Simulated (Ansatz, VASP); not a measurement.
# Hf in VASP and in Ansatz

```
Hf
1.0
     3.19670    0.00000    0.00000
    -1.59835    2.76842    0.00000
     0.00000    0.00000    5.05780
Hf
2
Cartesian
  1.5984 0.9228 3.7934
  0.0000 1.8456 1.2645
```

Alike in both runs: task single point; functional PBE; k mesh 10 × 10 × 5; occupations fermi-dirac, width 0.05 eV; no spin polarisation.

|  | VASP | Ansatz |
| --- | --- | --- |
| version | VASP 6.6.1 | Ansatz 0.2.0 |
| potentials or method | VASP PAW PBE potentials, release 64 (Hf_pv), cutoff 520 eV | all-electron LAPW, scalar-relativistic |

Ansatz gave:

```
gap on the k mesh at the Fermi level (eV)       : none
pressure (GPa)                                  : 0.6
largest component of the traceless stress (GPa) : 0.23
```

Task: Which values does VASP return?

Result: gap on the k mesh at the Fermi level (eV): none; pressure (GPa): 0.2; largest component of the traceless stress (GPa): 0.29.

A gap of «none» marks a metal or a gap that the smearing closes. Ansatz ran all-electron here, so the differences hold the error of VASP's frozen core and of both bases.

Spin-orbit coupling is left out, which matters for the levels of Hf.
